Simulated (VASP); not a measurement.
# Si5Ge3 (P2) in VASP: relaxation of the atoms with PBEsol

Aim: the relaxation of the atoms of Si5Ge3 with PBEsol.

All numbers are computed with VASP 6.6.1; they aren't measurements. Logs are shortened: lines on timing, memory, paths and dates and some standing lists are left out, and cuts for length are marked.

### Step 1. The crystal as given

It takes space group P2 (No. 3, monoclinic). Conventional cell: a = 5.436 Å, b = 5.436 Å, c = 11.173 Å, α = 90.00°, β = 90.00°, γ = 90.00°. Around Si (site symmetry 1) lie 1 Si at 2.38 Å and 3 Ge at 2.38 Å. Si (site symmetry 1) has 3 Si at 2.38 Å and 1 Ge at 2.38 Å as nearest neighbours. Si (site symmetry 1) is surrounded by 3 Si at 2.38 Å and 1 Ge at 2.38 Å. Si (site symmetry 1) has 3 Si at 2.38 Å and 1 Ge at 2.38 Å as nearest neighbours. Around Si (site symmetry 2) lie 4 Si at 2.38 Å. Si (site symmetry 2) has 4 Si at 2.38 Å as nearest neighbours. Around Ge (site symmetry 1) lie 1 Si at 2.38 Å and 3 Ge at 2.38 Å. Ge (site symmetry 2) has 2 Si at 2.38 Å and 2 Ge at 2.38 Å as nearest neighbours.

The cell comes from a database or a generator and needn't be the stable form of this composition.

### Step 2. Relaxation of the atoms, PBEsol

Input file INCAR:

```
SYSTEM = Si5Ge3
ALGO = Fast
EDIFF = 1E-6
EDIFFG = -0.01
ENCUT = 400
GGA = PS
IBRION = 2
ISIF = 2
ISMEAR = 0
LASPH = .TRUE.
LCHARG = .FALSE.
LREAL = .FALSE.
LWAVE = .FALSE.
NELM = 80
NSW = 40
PREC = Accurate
SIGMA = 0.02
```

Input file KPOINTS:

```
k-points
0
G
  6 6 3
  0 0 0
```

Input file POSCAR:

```
Si5Ge3
1.0
    5.4356200000      0.0000000000      0.0000000000
    0.0000000000      5.4356200000      0.0000000000
    0.0000000000      0.0000000000     11.1728600000
Si Ge
10 6
Direct
    0.0000000000      0.0000000000      0.0000000000
    0.5000000000      0.0000000000      0.2500000000
    0.7500000000      0.2500000000      0.3750000000
    0.0000000000      0.0000000000      0.5000000000
    0.0000000000      0.5000000000      0.7500000000
    0.5000000000      0.0000000000      0.7500000000
    0.5000000000      0.5000000000      0.5000000000
    0.2500000000      0.2500000000      0.6250000000
    0.7500000000      0.2500000000      0.8750000000
    0.7500000000      0.7500000000      0.6250000000
    0.0000000000      0.5000000000      0.2500000000
    0.5000000000      0.5000000000      0.0000000000
    0.2500000000      0.2500000000      0.1250000000
    0.2500000000      0.7500000000      0.3750000000
    0.7500000000      0.7500000000      0.1250000000
    0.2500000000      0.7500000000      0.8750000000
```

Potentials or basis: VASP PAW PBE potentials, release 64 (Si, Ge_d).

Command:

```sh
> cat potpaw_PBE.64/Si/POTCAR potpaw_PBE.64/Ge_d/POTCAR > POTCAR
> mpirun -np 1 vasp_std > vasp.out
```

OUTCAR:

```text
SYSTEM = Si5Ge3
   EDIFF = 1E-6
   EDIFFG = -0.01
   ENCUT = 400
   GGA = PS
   IBRION = 2
   ISIF = 2
   ISMEAR = 0
   LASPH = .TRUE.
   LREAL = .FALSE.
   NELM = 80
   NSW = 40
   PREC = Accurate

 ion  position               nearest neighbor table
   1  0.000  0.000  0.000-   9 2.38  13 2.38  15 2.38  16 2.38
   2  0.500  0.000  0.250-   3 2.38  13 2.38  14 2.38  15 2.38
   3  0.750  0.250  0.375-   2 2.38   4 2.38   7 2.38  11 2.38
   4  0.000  0.000  0.500-   3 2.38   8 2.38  10 2.38  14 2.38
   5  0.000  0.500  0.750-   8 2.38   9 2.38  10 2.38  16 2.38
   6  0.500  0.000  0.750-   8 2.38   9 2.38  10 2.38  16 2.38
[... 8 lines left out ...]
  15  0.750  0.750  0.125-   1 2.38   2 2.38  11 2.38  12 2.38
  16  0.250  0.750  0.875-   1 2.38   5 2.38   6 2.38  12 2.38

  LATTYP: Found a simple tetragonal cell.
 ALAT       =     5.4356200000
 C/A-ratio  =     2.0554895302

  Lattice vectors:

 A1 = (   5.4356200000,   0.0000000000,   0.0000000000)
 A2 = (   0.0000000000,   5.4356200000,   0.0000000000)
 A3 = (   0.0000000000,   0.0000000000,  11.1728600000)

Analysis of symmetry for initial positions (statically):
=====================================================================
 Subroutine PRICEL returns:
 Original cell was already a primitive cell.

 Routine SETGRP: Setting up the symmetry group for a
 simple tetragonal supercell.

 Subroutine GETGRP returns: Found  2 space group operations
 (whereof  1 operations were pure point group operations)
 out of a pool of 16 trial point group operations.

The static configuration has the point symmetry C_1 .
 The point group associated with its full space group is C_2 .

Analysis of symmetry for dynamics (positions and initial velocities):
=====================================================================
 Subroutine PRICEL returns:
 Original cell was already a primitive cell.

 Routine SETGRP: Setting up the symmetry group for a
 simple tetragonal supercell.

 Subroutine GETGRP returns: Found  2 space group operations
 (whereof  1 operations were pure point group operations)
 out of a pool of 16 trial point group operations.

The dynamic configuration has the point symmetry C_1 .
 The point group associated with its full space group is C_2 .

 Subroutine INISYM returns: Found  2 space group operations
 (whereof  1 operations are pure point group operations),
 and found     1 'primitive' translations

----------------------------------------------------------------------------------------

                                     Primitive cell

  volume of cell :     330.1129

  direct lattice vectors                    reciprocal lattice vectors
     5.435620000  0.000000000  0.000000000     0.183971654  0.000000000  0.000000000
     0.000000000  5.435620000  0.000000000     0.000000000  0.183971654  0.000000000
     0.000000000  0.000000000 11.172860000     0.000000000  0.000000000  0.089502598

  length of vectors
     5.435620000  5.435620000 11.172860000     0.183971654  0.183971654  0.089502598

  position of ions in fractional coordinates (direct lattice)
     0.000000000  0.000000000  0.000000000
     0.500000000  0.000000000  0.250000000
     0.750000000  0.250000000  0.375000000
     0.000000000  0.000000000  0.500000000
     0.000000000  0.500000000  0.750000000
     0.500000000  0.000000000  0.750000000
[... 8 lines left out ...]
     0.750000000  0.750000000  0.125000000
     0.250000000  0.750000000  0.875000000

  ion indices of the primitive-cell ions
   primitive index   ion index
                 1           1
                 2           2
                 3           3
                 4           4
                 5           5
                 6           6
[... 8 lines left out ...]
                15          15
                16          16

----------------------------------------------------------------------------------------

 KPOINTS: k-points

Automatic generation of k-mesh.
 Grid dimensions read from file:
 generate k-points for:    6    6    3

 Generating k-lattice:

  Cartesian coordinates                     Fractional coordinates (reciprocal lattice)
     0.030661942  0.000000000  0.000000000     0.166666667  0.000000000  0.000000000
     0.000000000  0.030661942  0.000000000     0.000000000  0.166666667  0.000000000
     0.000000000  0.000000000  0.029834199     0.000000000  0.000000000  0.333333333

  Length of vectors
     0.030661942  0.030661942  0.029834199

  Shift w.r.t. Gamma in fractional coordinates (k-lattice)
     0.000000000  0.000000000  0.000000000

 Subroutine IBZKPT returns following result:
 ===========================================

 Found     40 irreducible k-points:

 Following reciprocal coordinates:
            Coordinates               Weight
  0.000000  0.000000  0.000000      1.000000
  0.166667  0.000000  0.000000      2.000000
  0.000000  0.166667  0.000000      2.000000
  0.333333  0.000000  0.000000      2.000000
  0.000000  0.333333  0.000000      2.000000
  0.500000  0.000000  0.000000      1.000000
[... 16 lines left out ...]
 -0.333333  0.000000  0.333333      2.000000
  0.500000  0.000000  0.333333      2.000000
 [... further k-points ...]
   k-points           NKPTS =     40   k-points in BZ     NKDIM =     40   number of bands    NBANDS=     74
   number of dos      NEDOS =    301   number of ions     NIONS =     16
   total plane-waves  NPLWV = 103680
   dimension x,y,z NGX =    36 NGY =   36 NGZ =   80
   dimension x,y,z NGXF=    72 NGYF=   72 NGZF=  160
   ions per type =              10   6
   NGX,Y,Z   is equivalent  to a cutoff of  11.01, 11.01, 11.90 a.u.
   NGXF,Y,Z  is equivalent  to a cutoff of  22.02, 22.02, 23.81 a.u.
 SYSTEM =  Si5Ge3
   PREC   = accura    normal or accurate (medium, high low for compatibility)
   ISTART =      0    job   : 0-new  1-cont  2-samecut
   ICHARG =      2    charge: 1-file 2-atom 10-const
   ISPIN  =      1    spin polarized calculation?
   LNONCOLLINEAR =      F non collinear calculations
   LSORBIT =      F    spin-orbit coupling
   LASPH  =      T    aspherical Exc in radial PAW
   ENCUT  =  400.0 eV  29.40 Ry    5.42 a.u.   8.86  8.86 18.22*2*pi/ulx,y,z
   NELM   =     80;   NELMIN=  2; NELMDL= -5     # of ELM steps
   EDIFF  = 0.1E-05   stopping-criterion for ELM
   LREAL  =      F    real-space projection
   EDIFFG = -.1E-01   stopping-criterion for IOM
   NSW    =     40    number of steps for IOM
   IBRION =      2    ionic relax: 0-MD 1-quasi-New 2-CG
   NFREE  =      1    steps in history (QN), initial steepest desc. (CG)
   ISIF   =      2    stress and relaxation
   ISYM   =      2    0-nonsym 1-usesym 2-fastsym
   POTIM  = 0.5000    time-step for ionic-motion
   TEBEG  =    0.0;   TEEND  =   0.0 temperature during run
   PSTRESS=    0.0 pullay stress
   NELECT =     124.0000    total number of electrons
   NUPDOWN=      -1.0000    fix difference up-down
   EMIN   =  10.00;   EMAX   =-10.00  energy-range for DOS
   EFERMI =   0.00;   METHOD = LEGACY
   ISMEAR =     0;   SIGMA  =   0.02  broadening in eV -4-tet -1-fermi 0-gaus
   EFERMI_NEDOS =   21; number of points for ismear=-14 and -15
   IALGO  =     68    algorithm
   IMIX   =      4    mixing-type and parameters
     AMIX     =   0.40;   BMIX     =  1.00
     AMIX_MAG =   1.60;   BMIX_MAG =  1.00
  volume/ion in A,a.u.               =      20.63       139.23
  Fermi-wavevector in a.u.,A,eV,Ry     =   1.181212  2.232167 18.983692  1.395262
  Thomas-Fermi vector in A             =   2.317490
   LORBIT       =      0    0 simple, 1 ext, 2 COOP (PROOUT), +10 PAW based schemes
   GGA     = PS    functional components
   LHFCALC =     F    Hartree Fock is set to
   AEXX    =    0.0000 exact exchange contribution
   IVDW    =     0    specifies the selected vdW correction
   LEPSILON=     F    determine dielectric tensor
   LRPA    =     F    only Hartree local field effects (RPA)
 conjugate gradient relaxation of ions
 non-spin polarized calculation
 RMM-DIIS sequential band-by-band and
 Gauss-broadening in eV      SIGMA  =   0.02
  energy-cutoff  :      400.00
  volume of cell :      330.11
 maximum number of plane-waves:      6020
   NGX = 17   NGY = 17   NGZ = 37

--------------------------------------- Ionic step        1  -------------------------------------------

 number of electron     124.0000261 magnetization

 Free energy of the ion-electron system (eV)
  ---------------------------------------------------
  ext. energy  EPLUGINS =         0.00000000
  ---------------------------------------------------
  free energy    TOTEN  =       -86.73921086 eV

  energy without entropy =      -86.73921086  energy(sigma->0) =      -86.73921086

------------------------ aborting loop because EDIFF is reached ----------------------------------------

  FORCE on cell =-STRESS in cart. coord.  units (eV):
  Direction    XX          YY          ZZ          XY          YZ          ZX
  --------------------------------------------------------------------------------------
  -------------------------------------------------------------------------------------
  Total        4.3675974      4.3587280     -0.8042567      0.0000000      0.0000000      0.0786690
  in kB       21.1977932     21.1547461     -3.9033970      0.0000000      0.0000000      0.3818138
  external PRESSURE =      12.8163808 kB  Pullay stress =       0.0000000 kB
[... 385 lines left out ...]
  energy  without entropy=      -86.8674001424  energy(sigma->0) =      -86.86740014

--------------------------------------- Ionic step        9  -------------------------------------------

 number of electron     124.0000003 magnetization

 Free energy of the ion-electron system (eV)
  ---------------------------------------------------
  ext. energy  EPLUGINS =         0.00000000
  ---------------------------------------------------
  free energy    TOTEN  =       -86.86765614 eV

  energy without entropy =      -86.86765614  energy(sigma->0) =      -86.86765614

 E-fermi :   5.7530     XC(G=0):  -9.8671

 val. band max:        5.6552917122   @ k =   0.0000   0.0000   0.0000
 cond. band min:       5.9242717886   @ k =   0.0000   0.1667   0.0000
 fundamental gap:      0.2689800764
 Fermi energy:         5.7530167393

 k-point     1 :       0.0000    0.0000    0.0000
  band No.  band energies     occupation
      1     -18.8958      2.00000
      2     -18.8706      2.00000
      3     -18.8692      2.00000
      4     -18.8458      2.00000
      5     -18.8090      2.00000
      6     -18.8020      2.00000
[... 1837 lines left out ...]
     73       8.9381      0.00000
     74       8.9852      0.00000

 [... further k-points ...]
[... 5 lines left out ...]
  --------------------------------------------------------------------------------------
  -------------------------------------------------------------------------------------
  Total        4.3311340      4.3153225     -0.7581640      0.0000000      0.0000000     -0.0551039
  in kB       21.0208206     20.9440807     -3.6796899      0.0000000      0.0000000     -0.2674425
  external PRESSURE =      12.7617372 kB  Pullay stress =       0.0000000 kB
[... 31 lines left out ...]
  FREE ENERGIE OF THE ION-ELECTRON SYSTEM (eV)
  ---------------------------------------------------
  free  energy   TOTEN  =       -86.8676561398 eV

  energy  without entropy=      -86.8676561398  energy(sigma->0) =      -86.86765614

 reached required accuracy - stopping structural energy minimisation
```

Wall time 54 min (1 thread of Intel Xeon Platinum 8259CL at 2.50GHz (Skylake/Cascade Lake), shared host); peak memory 0.62 GiB.

What came out:

* Free energy: -86.8677 eV
* Energy gained by relaxing: 8.0 meV/atom
* Ionic steps: 9
* Pressure after relaxing: 1.3 GPa
* Largest force after relaxing: 0.007 eV/Å
* Band gap on the k mesh: 0.27 eV, indirect (least direct gap 0.28 eV)

Forces on the atoms (eV/Å):
```
Si   0.002 -0.001 -0.004
Si  -0.002 -0.001  0.004
Si  -0.002 -0.001  0.000
Si  -0.001 -0.002  0.002
Si   0.000 -0.003 -0.004
Si   0.001 -0.002 -0.002
Si   0.000 -0.003  0.004
Si   0.000  0.001  0.000
Si   0.002 -0.001  0.000
Si   0.000  0.000  0.000
Ge   0.003  0.004 -0.005
Ge  -0.003  0.004  0.005
Ge   0.000  0.006  0.000
Ge   0.002  0.001 -0.004
Ge   0.000 -0.001  0.000
Ge  -0.002  0.001  0.004
```

Step by step:
```csv
step,energy change (eV),largest force (eV/Å),pressure (GPa)
1,0.0000,0.5428,1.28
2,-0.0908,0.2612,1.29
3,-0.1053,0.2365,1.29
4,-0.1197,0.1066,1.30
5,-0.1259,0.0961,1.31
6,-0.1260,0.1018,1.28
7,-0.1282,0.0387,1.29
8,-0.1282,0.0367,1.28
9,-0.1284,0.0068,1.28
```

Final structure:
```xyz
16
Lattice="5.4356 0.0000 0.0000 0.0000 5.4356 0.0000 0.0000 0.0000 11.1729" Properties=species:S:1:pos:R:3 pbc="T T T"
Si    5.4215    0.0150   11.1342
Si    2.7320    0.0150    2.8318
Si    4.0567    1.3444    4.2401
Si    5.4214    0.0135    5.6239
Si    5.4220    2.7035    8.3420
Si    2.7320    0.0135    8.3422
Si    2.7315    2.7035    5.6241
Si    1.3589    1.3636    6.9830
Si    4.0968    1.3444    9.7260
Si    4.0767    4.0709    6.9830
Ge    5.4193    2.7024    2.8321
Ge    2.7341    2.7024   11.1340
Ge    1.3589    1.3206    1.3966
Ge    1.3803    4.0925    4.2404
Ge    4.0767    4.1161    1.3966
Ge    1.3376    4.0925    9.7256
```

Levels at points of the mesh, in eV from the valence-band top:
| k point | band 60 | band 61 | band 62 | band 63 | band 64 | band 65 |
| --- | --- | --- | --- | --- | --- | --- |
| (0.00, 0.00, 0.00) | -0.21 | -0.03 | 0.00 | 0.28 | 0.42 | 0.42 |
| (0.50, 0.00, 0.00) | -1.58 | -1.56 | -1.42 | 0.75 | 0.92 | 1.87 |
| (0.00, 0.50, 0.00) | -1.61 | -1.52 | -1.46 | 0.70 | 0.96 | 1.87 |
| (0.50, 0.50, 0.00) | -1.17 | -1.08 | -0.99 | 0.65 | 0.85 | 0.96 |

Caveat: the PAW data sets were made with another functional, which shifts forces and pressure a little; an odd mesh through Γ misses points on the zone boundary, where band edges often lie.
